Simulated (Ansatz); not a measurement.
## Relaxing an invented Br structure

Computed with DFT PBE, scalar-relativistic, plane waves, PAW (Ansatz 0.2.0). Cutoff 420 eV, Gaussian smearing, Γ-centred meshes. Cell and atoms relax on a converged mesh. In metals the finer mesh still leaves noise of several meV/atom or more. The steps can't lower the symmetry of their start. No spin polarisation.

Recipe of this trial structure of Br: one element on all sites of the TmMg5 type (P3m1, No. 156). The dimensions are guesses.

```xyz
6
Lattice="3.5826 0.0000 0.0000 -1.7913 3.1026 0.0000 0.0000 0.0000 17.5813" Properties=species:S:1:pos:R:3 pbc="T T T"
Br    0.0000    0.0000   14.6443
Br    0.0000    2.0684    0.1551
Br    0.0000    0.0000    3.0193
Br    0.0000    2.0684    5.8697
Br    0.0000    0.0000    8.7095
Br    0.0000    2.0684   11.5553
```

Energies count from the standard state of Br at the same level. The references include crystalline Br.

Problem. Describe the relaxed structure.

Solution. The symmetry goes from P3m1 (No. 156) to P6_3/mmc (No. 194), and the primitive cell from 6 to 2 atoms. The volume per atom shrinks by 11.8 %, from 32.6 to 28.7 Å³. The shortest distance goes from 3.51 Å (Br–Br) to 3.12 Å (Br–Br). The energy falls by about 0.25 eV/atom (the start's value is from the coarse mesh). The end is written in a standard setting, so origin, axes and order of atoms can differ from the start's. Conventional cell: a = 3.932 Å, c = 4.292 Å. Br has 6 Br at 3.12 Å.

```yaml
crystal:
  lattice:
    - [3.93197, 0.00000, 0.00000]
    - [-1.96598, 3.40518, 0.00000]
    - [0.00000, 0.00000, 4.29207]
  atoms:
    - { symbol: Br, position: [0.33333, 0.66667, 0.25000] }
    - { symbol: Br, position: [0.66667, 0.33333, 0.75000] }
```

Problem. Give its energy and gap.

Solution. The energy over the standard state is +0.51 eV/atom and the gap on the 12×12×4 mesh of the 6-atom cell is 0 eV (a metal).

It lies above the standard state, so it could only be metastable.

The last run used Gaussian smearing of 0.10 eV. The cell is a metal run without spin; a magnetic state may lie lower. The reference form of Br is held partly by dispersion forces, which this level lacks. A structure relaxed within its symmetry needn't be a true minimum.
